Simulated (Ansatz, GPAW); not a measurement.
**HfC: 3 runs at one level of theory**

```
Hf C
1.0
     0.00000    2.32500    2.32500
     2.32500    0.00000    2.32500
     2.32500    2.32500    0.00000
Hf C
1 1
Direct
  0.50000 0.50000 0.50000
  0.00000 0.00000 0.00000
```

Alike in all runs: task single point; functional PBE; k mesh 10 × 10 × 10; occupations gaussian, width 0.03 eV; no spin polarisation; no spin-orbit coupling. Pressure is positive in compression and, in plane waves, holds the error of the finite cutoff, which Ansatz's Pulay term estimates and takes out.

```csv
program and potentials,plane-wave cutoff (eV),notes,band gap (eV),pressure (GPa)
"Ansatz, Ansatz PAW",420,15 valence electrons an atom on average; Pulay term of +0.24 GPa included,no gap,0.21
"Ansatz, all-electron LAPW, scalar-relativistic",-,-,?,?
"GPAW, GPAW PAW data sets (gpaw-data 1.2.1)",800,8 valence electrons an atom on average,no gap,1.27
```

Question: Estimate from the other rows what the run with Ansatz, all-electron LAPW, scalar-relativistic gave.

Answer: No band gap; pressure 0.26 GPa. The other rows, which needn't bracket it: pressure 0.21 to 1.27.
